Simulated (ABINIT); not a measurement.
Write the native input for ABINIT 10.8.3 (patched build) that does the following.

* Task: relaxation of cell and atoms
* Functional: LDA
* Potentials or basis: JTH PAW LDA v2.0
* Cutoff: 599 eV
* k mesh: 8 × 8 × 5
* Occupations: fermi-dirac, width 0.05 eV
* Spin: no spin polarisation
* Cell freedom (optcell): 2
* Cutoff smearing ecutsm (Ha): 0.5
* Optimiser (ionmov): 22
* Force stop (Ha/bohr): 0.0005
* Fine-grid cutoff: 1197.3 eV

SnSe2:

```xyz
3
Lattice="3.8110 0.0000 0.0000 -1.9055 3.3004 0.0000 0.0000 0.0000 6.1360" Properties=species:S:1:pos:R:3 pbc="T T T"
Sn    0.0000    0.0000    0.0000
Se    1.9055    1.1001    4.6081
Se    0.0000    2.2003    1.5279
```

These files were run (other wordings do the same):

run.abi

```
# Pseudopotentials
pp_dirpath "./"
pseudos "Sn.LDA_PW-JTH.xml, Se.LDA_PW-JTH.xml"

# Structure
acell 7.2017462609 7.2017462609 11.5953595007
rprim
     1.0000000000     0.0000000000     0.0000000000
    -0.5000000000     0.8660254038     0.0000000000
     0.0000000000     0.0000000000     1.0000000000
ntypat 2
znucl 50 34
natom 3
typat 1 2 2
xcart
     0.0000000000     0.0000000000     0.0000000000
     1.9055000002     1.1001409378     4.6081360000
    -0.0000000002     2.2002818760     1.5278640000 Angstrom
chkprim 0
chksymtnons 0
tolsym 1.0e-6

# Plane-wave basis
ecut 598.650497 eV
pawecutdg 44.0
pawovlp -1

# k points
kptopt 1
ngkpt 8 8 5
nshiftk 1
shiftk 0.0 0.0 0.0

# Exchange and correlation
ixc 7

# Bands and occupations
nband 17
occopt 3
tsmear 0.00183747

# SCF cycle
nstep 100
tolvrs 1.0e-9

# Output
iomode 3
prtwf 0
prtden 0
prteig 0
prtebands 0

# Relaxation
ionmov 22
ntime 60
tolmxf 0.0005
optcell 2
dilatmx 1.08
ecutsm 0.5
```

Potentials or basis: JTH PAW LDA v2.0.

Launch:

```sh
$ abinit run.abi > log 2>&1
```

It gave:

| Item | Value |
| --- | --- |
| Relaxed volume | 24.48 Å³/atom |
| Relaxed cell | a = 3.800 Å, b = 3.800 Å, c = 5.873 Å, α = 90.00°, β = 90.00°, γ = 120.00° |
| Space group after relaxing (to 0.05 Å) | P-3m1 (No. 164) |
| Energy gained by relaxing | 12.4 meV/atom |
| Ionic steps | 8 |
| Pressure after relaxing | 0.0 GPa |
| Largest force after relaxing | 0.005 eV/Å |
| Band gap on the k mesh | 0.32 eV, indirect (least direct gap 0.66 eV) |
| Valence electrons inside the program's atomic spheres | Sn 11.93; Se 3.93 |

Caveat: spin-orbit coupling is left out, which moves the levels of the heavy elements; an odd mesh through Γ misses points on the zone boundary, where band edges often lie.

Run time: 7.2 min on 1 thread of Arm Neoverse V2 (shared host), peak memory 0.18 GiB.
